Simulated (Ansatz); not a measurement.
Theory: DFT PBE, scalar-relativistic, plane waves, PAW (Ansatz). Settings: cutoff 420 eV, Γ-centred meshes spaced at most about 0.3 Å⁻¹, and about 0.25 Å⁻¹ or finer for metals (2π included), Gaussian smearing. No spin polarisation.

Temperature and zero-point effects are left out.

Compare these two cells of In4Sb3As, each relaxed at this level.

A.

```yaml
crystal:
  lattice:
    - [4.60436, 0.00000, 0.00000]
    - [-2.30218, 3.98750, 0.00000]
    - [0.00000, 0.00000, 15.14358]
  atoms:
    - { symbol: In, position: [0.00000, 0.00000, 0.24730] }
    - { symbol: In, position: [0.00000, 0.00000, 0.76033] }
    - { symbol: In, position: [0.66667, 0.33333, 0.99007] }
    - { symbol: In, position: [0.66667, 0.33333, 0.50380] }
    - { symbol: Sb, position: [0.00000, 0.00000, 0.43712] }
    - { symbol: Sb, position: [0.66667, 0.33333, 0.18081] }
    - { symbol: Sb, position: [0.66667, 0.33333, 0.69335] }
    - { symbol: As, position: [0.00000, 0.00000, 0.93822] }
```

B.

```yaml
crystal:
  lattice:
    - [6.52618, 0.00000, 0.00000]
    - [0.00000, 6.52618, 0.00000]
    - [0.00000, 0.00000, 6.52618]
  atoms:
    - { symbol: In, position: [0.24166, 0.75833, 0.24166] }
    - { symbol: In, position: [0.24166, 0.24166, 0.75833] }
    - { symbol: In, position: [0.75833, 0.75833, 0.75833] }
    - { symbol: In, position: [0.75833, 0.24166, 0.24166] }
    - { symbol: Sb, position: [0.00000, 0.50000, 0.50000] }
    - { symbol: Sb, position: [0.50000, 0.50000, 0.00000] }
    - { symbol: Sb, position: [0.50000, 0.00000, 0.50000] }
    - { symbol: As, position: [0.00000, 0.00000, 0.00000] }
```

Question: Which is lower in energy, and by how much?

Answer: B is lower, by 13 meV/atom. A has Sb and As ordered on wurtzite sites, space group P3m1 (No. 156), 34.8 Å³/atom and no gap on its mesh; B has Sb and As ordered on zinc blende sites, space group P-43m (No. 215), 34.7 Å³/atom and no gap. In A, In on its first site is surrounded by 4 Sb at 2.84–2.87 Å; Sb on its first site has 4 In at 2.84–2.87 Å; As has 4 In at 2.69–2.77 Å; 5 more sites not described. In B, In is surrounded by 1 As at 2.73 Å and 3 Sb at 2.86 Å; around Sb lie 4 In at 2.86 Å; around As lie 4 In at 2.73 Å. Both come from invented guesses. Shaken at random and relaxed again, B came back.

The k mesh leaves some 4 meV/atom of noise in the energy of each metallic cell. These runs have no spin–orbit coupling, which can matter for Sb. The zero gap of P3m1, P-43m may come from the functional, which often closes small gaps. Cells without such a test can be saddle points.
